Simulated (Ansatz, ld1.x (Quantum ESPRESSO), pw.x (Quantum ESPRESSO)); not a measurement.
Equation-of-state test of one TM potential (technetium)

```
Element                 : Tc
Generator               : ld1.x (Quantum ESPRESSO) 7.5
Type                    : norm-conserving Troullier–Martins (Kleinman–Bylander form)
Functional              : PBE
Relativity              : scalar-relativistic
Frozen core             : [Kr]
Valence charge          : 7
Reference configuration : 4d5 5s2 5p0
Partial waves           : 5s (bound): rc 2.10 bohr; 5p (bound, empty): rc 3.20 bohr; 4d (bound): rc 2.15 bohr; 4f channel at 0.15 Ry: rc 3.15 bohr
Local potential         : all-electron potential smoothed inside 2.45 bohr (lloc = -1)
Core correction         : a·sin(br)/r model core, default radius (core density twice the valence density)
```

Atomic tests: cutoffs needed: 40 Ry and 50 Ry (the cutoffs (Ry, on a coarse ladder) from which the occupation-weighted sum of valence levels, in a spherical-Bessel basis at the reference potential, stays within 10 and 1 mRy of its value at 400 Ry); ghost test: ghost state, extra bound levels that the all-electron valence spectrum of the same l lacks: s at -1.22 eV; a true bound ghost makes a file unfit for plane-wave use (spherical-Bessel basis up to 400 Ry, 20 bohr box); configuration tests: 1 of 7 tests not solved or not reliable.

Crystal test: bcc Tc in pw.x 7.5, no spin, 15³ k-points, Fermi–Dirac smearing 0.01 Ry, cutoffs 60/240 Ry. The lattice is a test structure that the element need not adopt, and mesh and smearing are coarse.

pw.x input:

```
&control
  calculation='scf', prefix='x', pseudo_dir='./', outdir='./tmp', tstress=.true., disk_io='none'
/
&system
  ibrav=0, nat=1, ntyp=1, ecutwfc=60, ecutrho=240, nbnd=11,
  occupations='smearing', smearing='fd', degauss=0.01
/
&electrons
  conv_thr=1e-09, mixing_beta=0.4, electron_maxstep=70
/
ATOMIC_SPECIES
Tc 1.0 Tc.UPF
CELL_PARAMETERS angstrom
  -1.54077068 1.54077068 1.54077068
  1.54077068 -1.54077068 1.54077068
  1.54077068 1.54077068 -1.54077068
ATOMIC_POSITIONS crystal
Tc 0.0000 0.0000 0.0000
K_POINTS automatic
15 15 15 0 0 0
```

```bash
pw.x < Tc.scf.in > Tc.scf.out
```

Problem. How does the run end?

Solution. It converges; the pressure is -7.52 GPa against 0.42 GPa from all-electron LAPW. The largest radius (3.20 bohr) exceeds half the bond length (2.52 bohr), so the spheres overlap, which is one possible source of error among others. This is a poor potential for the solid. Note: ghost state, extra bound levels that the all-electron valence spectrum of the same l lacks: s at -1.22 eV. A true bound ghost makes a file unfit for plane-wave use. Atomic configuration tests: 1 of 7 tests not solved or not reliable. The logarithmic derivative shows an extra or strongly shifted pseudo pole above the reference energy (s near -0.10 Ry). The log shows:

```
     number of electrons       =         7.00
     number of Kohn-Sham states=           11
     kinetic-energy cutoff     =      60.0000  Ry
     charge density cutoff     =     240.0000  Ry
     scf convergence threshold =      1.0E-09
     Exchange-correlation= PBE
     number of k points=   120  Fermi-Dirac smearing, width (Ry)=  0.0100
     iteration #  1     ecut=    60.00 Ry     beta= 0.40
     total energy              =     -35.04278197 Ry
     estimated scf accuracy    <       0.04944028 Ry
     iteration #  2     ecut=    60.00 Ry     beta= 0.40
     total energy              =     -35.04655186 Ry
     estimated scf accuracy    <       0.00353456 Ry
     iteration #  3     ecut=    60.00 Ry     beta= 0.40
     total energy              =     -35.04705514 Ry
     estimated scf accuracy    <       0.00027042 Ry
     iteration #  4     ecut=    60.00 Ry     beta= 0.40
     total energy              =     -35.04706158 Ry
     estimated scf accuracy    <       0.00000637 Ry
     iteration #  5     ecut=    60.00 Ry     beta= 0.40
     total energy              =     -35.04706283 Ry
     estimated scf accuracy    <       0.00000005 Ry
     iteration #  6     ecut=    60.00 Ry     beta= 0.40
     total energy              =     -35.04706285 Ry
     estimated scf accuracy    <          2.2E-09 Ry
     iteration #  7     ecut=    60.00 Ry     beta= 0.40
     the Fermi energy is    15.6126 ev
!    total energy              =     -35.04706285 Ry
     estimated scf accuracy    <          8.6E-11 Ry
     smearing contrib. (-TS)   =      -0.00670430 Ry
     The total energy is F=E-TS. E is the sum of the following terms:
     one-electron contribution =      13.28044606 Ry
     hartree contribution      =       0.91415979 Ry
     xc contribution           =     -18.61257128 Ry
     ewald contribution        =     -30.62239312 Ry
     convergence has been achieved in   7 iterations
          total   stress  (Ry/bohr**3)                   (kbar)     P=      -75.18
     Message from routine punch:
     Nothing written, as per user request (disk_io='none')
```
